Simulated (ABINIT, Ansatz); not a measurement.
**SnSe2 and the functional, program beside program**

Symmetry: P-3m1, No. 164, trigonal system. The conventional cell has a = 3.811 Å, b = 3.811 Å, c = 6.136 Å, α = 90.00°, β = 90.00°, γ = 120.00°. Sn (site symmetry -3m) has 6 Se at 2.68 Å as nearest neighbours. Se (site symmetry 3m) is surrounded by 3 Sn at 2.68 Å.

Kept alike: task band structure; k mesh 8 × 8 × 5; occupations fermi-dirac, width 0.05 eV; no spin polarisation. The mesh is that of the run's cell of 3 atoms. No spin-orbit coupling.

- A: ABINIT, JTH PAW PBE v2.0, made for PBE, cutoff 707 eV
- B: Ansatz, all-electron LAPW, scalar-relativistic

```csv
functional,A: pressure (GPa),B: pressure (GPa)
LDA,0.67,0.80
PBE,5.35,5.53
PBEsol,2.33,2.51
```

Pressure is positive in compression; plane-wave values hold the error of the finite cutoff. Values on potentials made for another functional: A at LDA, PBEsol.

Q: How large is the effect of the functional, and do the programs agree on it?

A: From LDA to PBE the pressure moves by +4.68 in A, +4.73 in B (GPa). Row by row the programs differ by 0.13 to 0.18, and over this span the shifts, as printed, agree within about 1 %. Shifts from LDA: PBE +4.68, +4.73; PBEsol +1.66, +1.71; the programs' shifts differ by up to 0.05.
